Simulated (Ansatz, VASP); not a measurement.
**Two plane-wave programs on Sb**

INCAR

```
SYSTEM = Sb
PREC = Accurate ; ENCUT = 520
EDIFF = 1E-6 ; ISMEAR = -1
SIGMA = 0.1 ; LREAL = .FALSE.
LASPH = .TRUE. ; NELM = 100
ALGO = Normal ; ISIF = 2
LWAVE = .FALSE. ; LCHARG = .TRUE.
GGA = PS ; LELF = .TRUE.
LVHAR = .TRUE. ; NBANDS = 12
```

Contents of KPOINTS:

```
Automatic mesh
0
G
  9 9 9
  0 0 0
```

File POSCAR:

```
Sb
1.0
    0.0000000000      3.4851571417      3.4851571417
    3.4851571417      0.0000000000      3.4851571417
    3.4851571417      3.4851571417      0.0000000000
Sb
2
Direct
    0.1250000000      0.1250000000      0.1250000000
    0.8750000000      0.8750000000      0.8750000000
```

Input for Ansatz:

```yaml
crystal:
  lattice:
    - [0.0, 3.4851571417, 3.4851571417]
    - [3.4851571417, 0.0, 3.4851571417]
    - [3.4851571417, 3.4851571417, 0.0]
  atoms:
    - { symbol: Sb, position: [0.125, 0.125, 0.125] }
    - { symbol: Sb, position: [0.875, 0.875, 0.875] }
hamiltonian:
  xc: pbesol
  pseudopotentials:
    kind: paw
    azcp:
      Sb: "pseudopotentials/Sb.paw.azcp"
basis:
  ecutwfc: 420
  fft_grid_basis: typed
kpoints:
  mp_grid: { grid: [9, 9, 9], shift: [0, 0, 0] }
magnetization:
  spin_polarized: false
scf:
  occupations: { method: fermi_dirac, width: 0.1 }
  lower_state_search: "off"
output:
  stress: true
```

Alike in both runs: task single point; functional PBEsol; k mesh 9 × 9 × 9; occupations fermi-dirac, width 0.1 eV; no spin polarisation.

|  | VASP | Ansatz |
| --- | --- | --- |
| version | VASP 6.6.1 | Ansatz 0.2.0 |
| potentials or method | VASP PAW PBE potentials, release 64 (Sb) | plane waves (420 eV) with PAW, scalar-relativistic |
| plane-wave cutoff (eV) | 520 | 420 |
| valence electrons in the cell | 10 | 30 |

Ansatz gave:

* pressure (GPa): -1.3

What did VASP give for the same quantities?

Pressure (GPa): -1.2.

With one functional, cell and mesh, what is left measures potentials, basis and numerics. The two sets of potentials don't hold the same shells in valence. Ansatz warned: «pseudo_functional_mismatch».

Caveats: the PAW data sets were made with another functional, which shifts forces and pressure a little (VASP). The runs have no spin-orbit coupling, so splittings on Sb are missing.
